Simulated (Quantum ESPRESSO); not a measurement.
## CoO: zone-centre phonons under several settings

```xyz
2
Lattice="2.5705 0.0000 0.0000 0.0000 2.5705 0.0000 0.0000 0.0000 2.5705" Properties=species:S:1:pos:R:3 pbc="T T T"
Co    0.0000    0.0000    0.0000
O     1.2853    1.2853    1.2853
```

Measurements of this composition are mostly on another form, of space group No. 225.

All runs used Quantum ESPRESSO 7.5; potentials PseudoDojo 0.4.1 SR LDA standard; k mesh 6 × 6 × 6, shifted; collinear spin, ferromagnetic start; cutoff 1306 eV; occupations fermi-dirac, width 0.05 eV.

```csv
level,geometry,volume (Å³/atom),pressure (GPa),lowest optical mode without the field (cm⁻¹)
LDA,relaxed at -3 GPa,8.27,-3.0,105i
LDA,relaxed at 0 GPa,8.17,0.0,78i
LDA,relaxed at 3 GPa,8.08,3.0,34i
LDA,relaxed at 8 GPa,?,8.0,?
LDA,relaxed at 15 GPa,7.59,15.0,125
```

Question: What stands in the row left open?

Answer: Volume 7.93 Å³/atom; lowest optical mode without the field 85 cm⁻¹.

Values marked i are imaginary: the cell is unstable against those modes at that level, or the meshes are too thin.

Caveats: all runs use coarse meshes; the mesh is thin for the phonons of a metal; a cell with one magnetic atom can't hold antiferromagnetic order, which such compounds often take; some modes are imaginary (some runs); the cell is more than 3 GPa from zero pressure, which shifts response properties (some runs).

For the row left open. Caveat: the k mesh is coarse (spacing up to 0.41 Å⁻¹), so the values aren't converged; the mesh is thin for the phonons of a metal; the cell is more than 3 GPa from zero pressure, which shifts response properties; a cell with one magnetic atom can't hold antiferromagnetic order, which such compounds often take.
